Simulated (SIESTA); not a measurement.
Crystal: Si2W.

```
W Si
1.0
    -1.60690    1.60690    3.91495
     1.60690   -1.60690    3.91495
     1.60690    1.60690   -3.91495
W Si
1 2
Direct
  0.00000 0.00000 0.00000
  0.66530 0.66530 0.00000
  0.33470 0.33470 0.00000
```

Base run:

```yaml
Program: SIESTA 5.4.2
Functional: PBE
Potentials_or_basis: PseudoDojo 0.4 standard (PBE files)
Basis: DZP (energy shift 0.003 Ry; two zetas on semicore shells)
Grid_cutoff: 800 Ry
Energy_shift: 0.003 Ry
k_mesh: 8 × 8 × 8
Occupations: fermi-dirac, width 0.05 eV
Spin: no spin polarisation
Hubbard_terms: W d U = 8 eV
```

Its results: band gap on the k mesh none (metal or under the smearing width); pressure -0.8 GPa; largest force 0.656 eV/Å.

The run is repeated on the same cell with these changes: hubbard terms from W d U = 8 eV to none. What comes out?

Band gap on the k mesh none (metal or under the smearing width); pressure 4.5 GPa; largest force 0.110 eV/Å.

Caveats: short orbitals over semicore shells can move pressures by several GPa; spin-orbit coupling is left out, which moves the levels of the heavy elements; the basis of atomic orbitals isn't converged, which shifts pressures, moduli and gaps; U without spin polarisation on a metal has little footing (some runs); the U is typed as a test and isn't derived for this compound (some runs).
